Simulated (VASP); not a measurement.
Write the native input for VASP 6.6.1 that does the following.

```yaml
Task: relaxation of cell and atoms
Functional: PBEsol
Potentials_or_basis: VASP PAW PBE potentials, release 64 (Cd, F)
Cutoff: 600 eV
k_mesh: 10 × 10 × 10
Occupations: gaussian, width 0.03 eV
Spin: no spin polarisation
Further_INCAR_settings: ALGO = Normal; EDIFF = 1e-06; IBRION = 2; EDIFFG = -0.01; NSW = 90; ISIF = 3
```

The structure of CdF2 lies in POSCAR:

```
CdF2
1.0
    0.0000000000      2.6940000000      2.6940000000
    2.6940000000      0.0000000000      2.6940000000
    2.6940000000      2.6940000000      0.0000000000
Cd F
1 2
Direct
    0.0000000000      0.0000000000      0.0000000000
    0.2500000000      0.2500000000      0.2500000000
    0.7500000000      0.7500000000      0.7500000000
```

The input as run:

INCAR

```
SYSTEM = CdF2
  PREC = Accurate
  ENCUT = 600
  EDIFF = 1E-6
  ISMEAR = 0
  SIGMA = 0.03
  LREAL = .FALSE.
  LASPH = .TRUE.
  NELM = 80
  ALGO = Normal
  ISIF = 3
  LWAVE = .FALSE.
  LCHARG = .FALSE.
  GGA = PS
  IBRION = 2
  NSW = 90
  EDIFFG = -0.01
  KPAR = 2
```

KPOINTS

```
Automatic mesh
0
G
  10 10 10
  0 0 0
```

Potentials or basis: VASP PAW PBE potentials, release 64 (Cd, F).

The run is started by

```sh
$ cat potpaw_PBE.64/Cd/POTCAR potpaw_PBE.64/F/POTCAR > POTCAR
$ mpirun -np 2 vasp_std > vasp.out
```

Results of the run:

```yaml
Relaxed_volume: 13.08 Å³/atom
Relaxed_cell: a = 3.814 Å, b = 3.814 Å, c = 3.814 Å, α = 60.00°, β = 60.00°, γ = 60.00°
Space_group_after_relaxing_to_0.05_Å: Fm-3m (No. 225)
Energy_gained_by_relaxing: 0.1 meV/atom
Ionic_steps: 3
Pressure_after_relaxing: 0.0 GPa
Band_gap_on_the_k_mesh: 2.90 eV, indirect (least direct gap 3.39 eV)
```

Caveat: the PAW data sets were made with another functional, which shifts forces and pressure a little.

Run time: 19 s on 2 MPI ranks on Intel(R) Xeon(R) 6975P-C (Granite Rapids) (shared host), peak memory 0.18 GiB a rank.
